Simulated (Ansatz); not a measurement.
## AlCo (Pm-3m), a vibration from a frozen displacement

Method: Ansatz, DFT PBE, scalar-relativistic, plane waves, PAW. Cutoff 420 eV, Γ-centred 22×22×22 k-points, Gaussian smearing of 0.15 eV. No spin polarisation. A magnetic state may lie lower. Energies are free energies at this smearing, counted from the undisturbed cell; pressure is positive in compression.

Zero of the scan (relaxed at this level; it needn't be the usual structure):

```
CELL_PARAMETERS angstrom
2.85190 0.00000 0.00000
0.00000 2.85190 0.00000
0.00000 0.00000 2.85190
ATOMIC_POSITIONS crystal
Al 0.00000 0.00000 0.00000
Co 0.50000 0.50000 0.50000
```

Every Co atom is moved by x along the Cartesian unit vector (-0.577, -0.577, -0.577); the cell and all other atoms stay fixed. The cell's volume is 23.20 Å³; the moved atoms weigh 58.933 u together and the others 26.982 u. Some rows repeat others by symmetry and weren't run.

```
  x (Å)  ΔE (meV/cell) total force on the moved atoms along the move (eV/Å) pressure (GPa)
-0.1000          36.63                                                0.7403          0.7843
-0.0875          27.98                                                0.6447          0.6080
-0.0750          20.51                                                0.5501          0.4554
-0.0625          14.22                                                0.4569          0.3265
-0.0500           9.09                                                0.3644          0.2213
-0.0375           5.11                                                0.2726          0.1394
-0.0250           2.27                                                0.1815          0.0810
 0.0000           0.00                                                0.0000          0.0344
 0.0250           2.27                                               -0.1815          0.0810
 0.0375           5.11                                               -0.2726          0.1394
 0.0500           9.09                                               -0.3644          0.2213
 0.0625          14.22                                               -0.4569          0.3265
 0.0750          20.51                                               -0.5501          0.4554
 0.0875          27.98                                               -0.6447          0.6080
 0.1000          36.63                                               -0.7403          0.7843
```

Problem. What frequency belongs to this motion?

Solution. The force constant is k = −dF/dx = 7.261 eV/Å², from the parabola through x = -0.0250, 0 and 0.0250. In every cell the moved atoms swing against the rest, so the mass is μ = m₁m₂/(m₁ + m₂) = 18.508 u, and ν̃ = 521.5 cm⁻¹ × √(|k|/μ) = 327 cm⁻¹. To first order in x, and within 1 %, the force on every atom lies along the move and, within each of the two groups, in proportion to the atom's mass, so this is itself a mode at the zone centre of this cell.

Problem. How far does the harmonic law reach?

Solution. At x = -0.100 Å, kx²/2 = 36.30 meV against the computed 36.63 meV (+0.9 %): the well is still close to harmonic there.

Problem. The pressure changes with x². What does that say about the frequency under compression?

Solution. With E = k(V)x²/2, k ∝ V^(−2γ) and x scaling with the cell as V^(1/3), P − P0 = −∂E/∂V = (2γ − 2/3) ΔE/V. At x = 0.0375 Å, V(P − P0) = 23.20 × 0.10507 / 160.2 eV = 15.21 meV and ΔE = 5.11 meV, so γ = 1/3 + V(P − P0)/(2ΔE) = 1.82. This is the Grüneisen parameter of the motion under uniform scaling of the cell: shrinking the cell evenly by 1 % in volume raises the frequency by about 1.82 %.

In a metal these slopes depend on the k mesh and the smearing.